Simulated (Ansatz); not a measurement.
**Zone-centre phonons of TiC at 7 GPa: input and output**

The calculation used DFT PBEsol, scalar-relativistic, plane waves, PAW in Ansatz.

Launched with:
```bash
ansatz run input.yaml --threads 1 --pin off --max-ram 3072MiB --backend cpu --events-out ev --progress --plain --runs-dir out
```

Input (bare energies are in eV):
```yaml
crystal:
  lattice:
    - [0.0, 2.1290508631, 2.1290508631]
    - [2.1290508631, 0.0, 2.1290508631]
    - [2.1290508631, 2.1290508631, 0.0]
  atoms:
    - { symbol: Ti, position: [0.0, 0.0, 0.0] }
    - { symbol: C, position: [0.5, 0.5, 0.5] }
basis:
  ecutwfc: 420
kpoints:
  mp_grid: { grid: [16, 16, 16] }
hamiltonian:
  xc: pbesol
scf:
  occupations: { method: fermi_dirac, width: 0.15 }
output:
  eigenvalues: true
phonons:
  method: dfpt
  eigenvectors: true
```

Results section of the output:
```
--- Phonons (Γ-DFPT): 2 representative perturbations + reference, on 349 of 4096 k-points (Σ response iterations 6) ---
  k mesh reduced under 8 symmetry operations, with k and −k counted as one. Each operation leaves every solved perturbation unchanged. A smaller set is not used because it would not reduce the number of displacements ...
  ASR residual: 3.970e-4 → 0.000e0 eV/Å²; symmetrization residual: 1.460e-7 eV/Å²
  ASR residual per site (eV/Å²): 3.97e-4 2.79e-5
  Γ frequencies (cm⁻¹): 0.00 0.00 0.00 566.26 566.26 566.26
  non-analytic LO–TO correction: not included (Born effective charges unavailable; polar crystals: no LO–TO splitting at Γ)
```

It took 16 s on 1 thread of Intel(R) Xeon(R) Platinum 8488C (Sapphire Rapids), on a shared host, peak memory 0.64 GiB.

In a metal, frequencies and elastic constants depend on the k mesh and the smearing, soft modes and shear constants most.